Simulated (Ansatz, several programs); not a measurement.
ZnO built on the CsCl prototype, relaxed with PBE in Ansatz (plane waves, PAW): it is cubic, Pm-3m (No. 221); a = 2.688 Å in the conventional setting, 9.71 Å³ an atom. Zn has 8 O at 2.33 Å; O has 8 Zn at 2.33 Å. The cell was then scaled with its shape and fractional coordinates held. The structure was generated, not taken from experiment, and needn't be the ground state; spin polarisation is off.

| V (Å³/atom) | E (meV/atom) |
| --- | --- |
| 9.128 | 19.60 |
| 9.710 | 0.00 |
| 10.002 | 4.20 |
| 10.293 | 15.72 |

Problem. Pass a cubic E = c₀ + c₁u + c₂u² + c₃u³, with u = V − 9.783 Å³, through these points.

Solution. c₀ = 0.28, c₁ = +7.482, c₂ = 49.852, c₃ = -10.0923 (meV and Å³).

Problem. Where is the minimum, and what bulk modulus follows?

Solution. dE/du = 0 at u = -0.073, so V₀ = 9.71 Å³. B = V₀ d²E/dV² = 9.71 × (2c₂ + 6c₃u) = 9.71 × 104.149 = 1011 meV/Å³, and 1 meV/Å³ is 0.16022 GPa: 162 GPa. A third-order Birch-Murnaghan fit to all five points gives 9.71 Å³ and 160 GPa.

Problem. Predict the energy and the pressure at the withheld volume, 9.419 Å³.

Solution. With u = -0.364: E ≈ 4.65 meV and P = −dE/dV ≈ +5.26 GPa. The run gives 4.62 meV and, from its stress, +5.23 GPa.
